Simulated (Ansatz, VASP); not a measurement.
GaN in VASP and in Ansatz

INCAR

```
SYSTEM = GaN
PREC = Accurate
ENCUT = 520
EDIFF = 1E-6
ISMEAR = 0
SIGMA = 0.02
LREAL = .False.
LASPH = .True.
NELM = 80
ALGO = Normal
ISIF = 2
LWAVE = .False.
LCHARG = .False.
GGA = PE
NBANDS = 26
```

The input KPOINTS:

```
Automatic mesh
0
Gamma
  12 12 6
  0 0 0
```

File POSCAR:

```
GaN
1.0
    3.2184289364      0.0000000000      0.0000000000
   -1.6092144682      2.7872412192      0.0000000000
    0.0000000000      0.0000000000      5.2430305071
Ga N
2 2
Direct
    0.3333333333      0.6666666667     -0.0008683120
    0.6666666667      0.3333333333      0.4991316880
    0.3333333333      0.6666666667      0.3758683120
    0.6666666667      0.3333333333      0.8758683120
```

Input for Ansatz:

```yaml
crystal:
  lattice:
    - [3.218428925, 0.0, 0.0]
    - [-1.6092144625, 2.7872412093, 0.0]
    - [0.0, 0.0, 5.2430304918]
  atoms:
    - { symbol: Ga, position: [0.3333333333, 0.6666666667, -0.0008683122] }
    - { symbol: Ga, position: [0.6666666667, 0.3333333333, 0.4991316878] }
    - { symbol: "N", position: [0.3333333333, 0.6666666667, 0.3758683122] }
    - { symbol: "N", position: [0.6666666667, 0.3333333333, 0.8758683122] }
basis:
  ecutwfc: 420
kpoints:
  mp_grid: { grid: [12, 12, 6] }
  band_path:
    path:
      - [[0.0, 0.0, 0.0], [0.5, 0.0, 0.0], [0.33333333, 0.33333333, 0.0], [0.0, 0.0, 0.0], [0.0, 0.0, 0.5], [0.5, 0.0, 0.5], [0.33333333, 0.33333333, 0.5], [0.0, 0.0, 0.5]]
      - [[0.5, 0.0, 0.5], [0.5, 0.0, 0.0]]
      - [[0.33333333, 0.33333333, 0.5], [0.33333333, 0.33333333, 0.0]]
    npoints: 14
hamiltonian:
  xc: pbe
scf:
  occupations: { method: gaussian, width: 0.02 }
  n_extra_bands: 10
output:
  forces: true
  stress: true
  eigenvalues: true
  populations: true
  dos: { projected: true, de: 0.02, nscf_kmesh: { grid: [18, 18, 9] } }
  bader: true
  write_density: true
  write_potential: true
  elf: true
  volumetric_format: npy
```

Alike in both runs: task single point; functional PBE; k mesh 12 × 12 × 6; occupations gaussian, width 0.02 eV; no spin polarisation.

|  | VASP | Ansatz |
| --- | --- | --- |
| version | VASP 6.6.1 | Ansatz 0.2.0 |
| potentials or method | VASP PAW PBE potentials, release 64 (Ga_d, N) | scalar-relativistic, plane waves, PAW |
| plane-wave cutoff (eV) | 520 | 420 |
| valence electrons in the cell | 36 | 36 |

```csv
,VASP,Ansatz,Ansatz less VASP
gap on the k mesh at the Fermi level (eV),1.72,1.71,-0.006
least direct gap on the mesh (eV),1.72,1.71,-0.006
pressure (GPa),0.1,0.0,-0.12
```

The functional is the same, so the differences come from potentials, cutoffs and numerics.

As with any semilocal functional, this PBE gap is likely too small.
